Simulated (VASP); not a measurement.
A run of VASP 6.6.1 is set up as follows.

The input INCAR:

```
ALGO = Fast ; EDIFF = 1E-6
ENCUT = 520 ; ISIF = 2
ISMEAR = 0 ; LASPH = T
LCHARG = F ; LREAL = F
LWAVE = F ; NBANDS = 11
NELM = 80 ; PREC = Accurate
SIGMA = 0.05
```

File KPOINTS:

```
k-points
0
Gamma
  6 6 6
```

The input POSCAR:

```
BeS
1.0
    2.7764774445      0.0000000000      0.0000000000
    0.0000000000      2.7764774445      0.0000000000
    0.0000000000      0.0000000000      2.7764774445
Be S
1 1
Direct
    0.0000000000      0.0000000000      0.0000000000
    0.5000000000      0.5000000000      0.5000000000
```

Potentials or basis: VASP PAW LDA potentials, release 64 (Be, S).

Launch:

```console
$ cat potpaw_LDA.64/Be/POTCAR potpaw_LDA.64/S/POTCAR > POTCAR
$ mpirun -np 1 vasp_std > vasp.out
```

**Question.** Predict the pressure.

**Answer.** 9.3 GPa.

**Question.** Estimate the band gap on the k mesh.

**Answer.** None (metal or under the smearing width).

Caveat: the k mesh is coarse (spacing up to 0.38 Å⁻¹), so the values aren't converged.
